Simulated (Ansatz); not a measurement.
# Hg: the cost of one run

Method: DFT PBE, scalar-relativistic, plane waves, PAW, in Ansatz 0.2.0.

## (1) The structure to begin with

It takes space group P-1 (No. 2, triclinic). The conventional cell has a = 3.383 Å, b = 3.394 Å, c = 8.820 Å, α = 79.33°, β = 89.94°, γ = 60.14°. Hg (site symmetry -1) has 6 Hg at 3.38 to 3.40 Å as nearest neighbours.

Cell or atoms stand a little off a more symmetric structure (R-3m at a tolerance of 0.3 Å), so results at this geometry aren't those of that ideal crystal.

Coordinates:

```
Hg
1.0
     3.38349    0.00000    0.00000
     1.69013    2.94365    0.00000
     0.00877    1.87823    8.61802
Hg
1
Direct
  0.50000 0.00000 0.00000
```

The structure comes from the Materials Project (structure only).

## (2) A change within the space group

Against the listed cell: strain xx, yy, zz, yz, xz, xy = -3.6, -3.3, -1.9, +0.8, +0.8, +4.0 %.

The input, input.yaml:

```yaml
crystal:
  lattice:
    - [3.261647996, 0.1353394951, 0.028421294]
    - [1.7470124853, 2.9129058616, 0.0363038725]
    - [0.1559767989, 1.8805514797, 8.4682864367]
  atoms:
    - { symbol: Hg, position: [0.5, 0.0, 0.0] }
basis:
  ecutwfc: 420
kpoints:
  mp_grid: { grid: [10, 10, 4] }
hamiltonian:
  xc: pbe
scf:
  occupations: { method: gaussian, width: 0.02 }
output:
  forces: true
  stress: true
  eigenvalues: true
  populations: true
```

The run is started by

```
ansatz run input.yaml --threads 1 --pin off --max-ram 1331MiB --backend cpu --events-out ev --progress --plain --runs-dir out
```

What time and memory should one allow on 1 thread of an Arm CPU, shared host?

About 21 s, with a peak of 0.44 GiB.
